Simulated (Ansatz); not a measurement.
Level of theory: Ansatz 0.2.0, DFT PBE, scalar-relativistic, plane waves, PAW. Settings: cutoff 420 eV, Γ-centred meshes spaced at most about 0.3 Å⁻¹, and about 0.25 Å⁻¹ or finer for metals (2π included), Gaussian smearing. No spin polarisation.

Each guess is relaxed in cell and atoms at zero pressure, on a coarse mesh first where it starts far from rest and then on a converged one. The steps can't lower the symmetry of the start, but it can rise. Energies are static (0 K, no zero-point motion).

Two unrelaxed guesses for PbO2:

A.

```cif
data_structure
_symmetry_space_group_name_H-M 'I-42m'
_symmetry_Int_Tables_number 121
_cell_length_a 6.4780
_cell_length_b 6.4780
_cell_length_c 9.1612
_cell_angle_alpha 90.000
_cell_angle_beta 90.000
_cell_angle_gamma 90.000
_cell_volume 384.44
loop_
_atom_site_label
_atom_site_type_symbol
_atom_site_symmetry_multiplicity
_atom_site_Wyckoff_symbol
_atom_site_fract_x
_atom_site_fract_y
_atom_site_fract_z
_atom_site_occupancy
Pb1 Pb 2 a 0.00000 0.00000 0.00000 1
Pb2 Pb 4 d 0.00000 0.50000 0.25000 1
O1 O 8 i 0.71476 0.71476 0.25000 1
O2 O 4 c 0.50000 0.00000 0.00000 1
```

B.

```cif
data_structure
_symmetry_space_group_name_H-M 'Fd-3m:1'
_symmetry_Int_Tables_number 227
_cell_length_a 9.1981
_cell_length_b 9.1981
_cell_length_c 9.1981
_cell_angle_alpha 90.000
_cell_angle_beta 90.000
_cell_angle_gamma 90.000
_cell_volume 778.22
loop_
_atom_site_label
_atom_site_type_symbol
_atom_site_symmetry_multiplicity
_atom_site_Wyckoff_symbol
_atom_site_fract_x
_atom_site_fract_y
_atom_site_fract_z
_atom_site_occupancy
Pb1 Pb 16 c 0.12500 0.12500 0.12500 1
O1 O 32 e 0.35931 0.14069 0.14069 1
```

Question: Do they relax into the same structure? If not, which is lower?

Answer: No. B ends lower, by 137 meV/atom. A: I-42m at 21.4 Å³/atom → I-42m at 16.4 Å³/atom; B: Fd-3m at 16.2 Å³/atom → Fd-3m at 18.2 Å³/atom. Counting O atoms around Pb (those within 1.25 times the shortest such distance or 1.15 times the sum of covalent radii; a slash parts the counts of unlike sites), the end of A has Pb 4/6 and the end of B has Pb 6. End of A. Conventional cell: a = 5.916 Å, c = 8.446 Å. Around Pb on a site of symmetry -42m lie 4 O at 2.17 Å; around Pb on a site of symmetry -4 lie 2 O at 2.11 Å and 4 O at 2.25 Å; around O on a site of symmetry m lie 3 Pb at 2.17–2.25 Å; 1 more site not described. End of B. Conventional cell: a = 9.556 Å. Around Pb lie 6 O at 2.24 Å; O has 3 Pb at 2.24 Å.

Cells without such a test can be saddle points. Shaken at random and relaxed again, the end of B came back. Neither end is the lowest form computed: that has the rutile type, space group P4_2/mnm (No. 136), is reached from a cell as deposited in COD and lies 123 meV/atom below the better end. These runs have no spin–orbit coupling, which can matter for Pb. Some candidate types were left out of the draw beforehand, so a known form may be missing.
